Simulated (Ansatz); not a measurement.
**CdSe: electric field gradients with LDA**

The system is CdSe.

```xyz
2
Lattice="0.0000 2.8740 2.8740 2.8740 0.0000 2.8740 2.8740 2.8740 0.0000" Properties=species:S:1:pos:R:3 pbc="T T T"
Cd    0.0000    0.0000    0.0000
Se    2.8740    2.8740    2.8740
```

Measurements of this composition are mostly on another form, of space group No. 186.

```
Program             : Ansatz 0.2.0
Task                : electric field gradients
Functional          : LDA
Potentials or basis : Ansatz PAW
Cutoff              : 420 eV (not typed: the program's choice for these potentials)
k mesh              : 8 × 8 × 8
Occupations         : fermi-dirac, width 0.15 eV
Spin                : non-collinear spin, ferromagnetic start, spin-orbit coupling
Starting moments    : [[0.5, 0.0, 0.0], [0.0, 0.0, 0.0]] μB
```

```json
{
  "Pressure": "-6.0 GPa",
  "Band gap on the k mesh": "none (metal or under the smearing width)",
  "Net moment": "0.00 μB per cell",
  "Absolute moment": "0.00 μB per cell"
}
```

Levels at points of the mesh, in eV from the Fermi level:
```tsv
k point	band 34	band 35	band 36	band 37	band 38	band 39
(0.00, 0.00, 0.00)	-0.68	-0.68	-0.68	-0.35	-0.35	8.45
(0.00, 0.00, -0.50)	-0.36	-0.12	-0.12	2.66	2.66	4.82
(0.00, -0.50, -0.50)	-2.41	-2.14	-2.14	-0.83	-0.83	5.26
(-0.50, 0.00, -0.50)	-2.41	-2.14	-2.14	-0.83	-0.83	5.26
```

Moments on the atoms (μB; x, y, z):
```
Cd  0.00 0.00 0.00
Se  0.00 0.00 0.00
```

It took 74 s on 1 thread of Arm Neoverse V1 (shared host), peak memory 0.65 GiB.

Caveat: the PAW data sets come from PBE, with cores solved anew for the run's functional, which leaves a small shift of forces and pressure; the starting moments weren't kept; the thresholds are loose for stress.
